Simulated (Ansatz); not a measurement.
BeTe built on the zincblende prototype, relaxed with r2SCAN: it is cubic, F-43m (No. 216); a = 5.657 Å in the conventional setting, 22.63 Å³ an atom. Be has 4 Te at 2.45 Å; Te has 4 Be at 2.45 Å. One-shot G0W0@PBE in Ansatz on a 6×6×6 mesh (contour deformation, no spin-orbit coupling), from a PBE gap of 2.019 eV over the mesh points (the G0W0 gap is indirect on the mesh); the number N of bands summed and the screening cutoff rise together. (Simulation; spin polarisation is off.)

```csv
N,cutoff (eV),1000/N,G0W0 gap (eV)
111,100,9.009,2.777
257,180,3.891,2.893
```

Question: Lay a straight line in 1000/N through these rows.

Answer: The slope is -0.0227 eV per unit of 1000/N and the intercept 2.981 eV.

Question: Predict the gap at N = 490 (260 eV).

Answer: 2.981 + (-0.0227) × 2.041 = 2.935 eV; the run gives 2.935 eV, 0.000 eV from the line.

Question: With that run's result added, what limit do the last two rows suggest?

Answer: Their slope is (2.935 − 2.893)/(2.041 − 3.891) = -0.0227, which meets 1/N = 0 at 2.98 eV, against 2.981 eV from the first line. The two lines nearly agree; the k mesh isn't extrapolated.

Spin-orbit coupling is left out, which matters wherever the heavy atoms make up the band edges.
